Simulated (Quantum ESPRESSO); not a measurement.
A calculation with Quantum ESPRESSO 7.5 of O (ASE script, structure typed inline):

run.py

```python
import numpy as np
from ase.calculators.espresso import Espresso, EspressoProfile
from ase import Atoms

atoms = Atoms(['O', 'O'],
              cell=[[2.8514028533, -1.66241594, 0.0], [2.8514028533, 1.66241594, 0.0], [-2.3944914034, 0.0, 3.6470501824]],
              scaled_positions=[[0.97454617, 0.97454617, 0.84442598], [0.02545383, 0.02545383, 0.15557402]],
              pbc=True)

input_data = {
    'control': {'calculation': 'scf', 'prefix': 'pwscf', 'outdir': './tmp', 'tprnfor': True, 'tstress': True, 'disk_io': 'nowf'},
    'system': {'ecutwfc': 45.0, 'ecutrho': 360.0, 'nbnd': 12, 'occupations': 'smearing', 'smearing': 'fd', 'degauss': 0.00367493},
    'electrons': {'conv_thr': 4e-10, 'electron_maxstep': 120, 'mixing_beta': 0.5},
}
pseudopotentials = {'O': 'o_pbesol_v1.2.uspp.F.UPF'}
profile = EspressoProfile(command='mpirun -n 2 pw.x -nk 2', pseudo_dir='pseudo')
dft = Espresso(profile=profile, input_data=input_data, pseudopotentials=pseudopotentials, kpts=(10, 10, 7), koffset=(0, 0, 0))
atoms.calc = dft

print(f'energy {atoms.get_potential_energy():.8f} eV')
print('forces (eV/A)')
print(np.round(atoms.get_forces(), 6))
print('stress (eV/A^3, Voigt)')
print(np.round(atoms.get_stress(), 8))
print(f'Fermi level {dft.get_fermi_level():.4f} eV')
```

Potentials or basis: GBRV 1.5 PBEsol.

Run with:

```sh
$ OMP_NUM_THREADS=1 python run.py
```

Q: Write the same calculation in another form: native input, structure typed inline.

A: As run:

Contents of pw.in:

```
&CONTROL
  calculation = 'scf'
  prefix = 'pwscf'
  outdir = './tmp'
  pseudo_dir = './pseudo'
  tprnfor = .true.
  tstress = .true.
  disk_io = 'low'
/
&SYSTEM
  ibrav = 0
  celldm(1) = 8
  nat = 2
  ntyp = 1
  ecutwfc = 45
  ecutrho = 360
  nbnd = 12
  occupations = 'smearing'
  smearing = 'fd'
  degauss = 0.00367493
/
&ELECTRONS
  conv_thr = 4d-10
  electron_maxstep = 120
  mixing_beta = 0.5
/
ATOMIC_SPECIES
O     15.9990 o_pbesol_v1.2.uspp.F.UPF
CELL_PARAMETERS alat
  0.6735463079642  -0.3926888539765   0.0000000000000
  0.6735463079642   0.3926888539765   0.0000000000000
 -0.5656166200246   0.0000000000000   0.8614907509378
ATOMIC_POSITIONS crystal
O      0.9745461700    0.9745461700    0.8444259800
O      0.0254538300    0.0254538300    0.1555740200
K_POINTS automatic
10 10 7 0 0 0
```

Contents of pp_density.in:

```
&INPUTPP
  prefix = 'pwscf'
  outdir = './tmp'
  filplot = 'density.dat'
  plot_num = 0
/
&PLOT
  nfile = 1
  filepp(1) = 'density.dat'
  iflag = 3
  output_format = 6
  fileout = 'density.cube'
/
```

File pp_potential.in:

```
&INPUTPP
  prefix = 'pwscf'
  outdir = './tmp'
  filplot = 'potential.dat'
  plot_num = 11
/
&PLOT
  nfile = 1
  filepp(1) = 'potential.dat'
  iflag = 3
  output_format = 6
  fileout = 'potential.cube'
/
```

Potentials or basis: GBRV 1.5 PBEsol.

Run with:

```sh
$ OMP_NUM_THREADS=1 mpirun -n 2 pw.x -nk 2 -in pw.in > pw.out
$ OMP_NUM_THREADS=1 mpirun -n 1 pp.x -in pp_density.in > pp_density.out
$ OMP_NUM_THREADS=1 mpirun -n 1 pp.x -in pp_potential.in > pp_potential.out
```

Both were run:

|  | ASE script, structure typed inline | native input, structure typed inline |
| --- | --- | --- |
| Pressure | -3.0 GPa | -3.0 GPa |
| Largest force | 0.386 eV/Å | 0.386 eV/Å |
| Band gap on the k mesh | none (metal or under the smearing width) | none (metal or under the smearing width) |

Keys that steer only the numerical path or the files written may differ.

Caveat: spin is off for a triplet molecule.
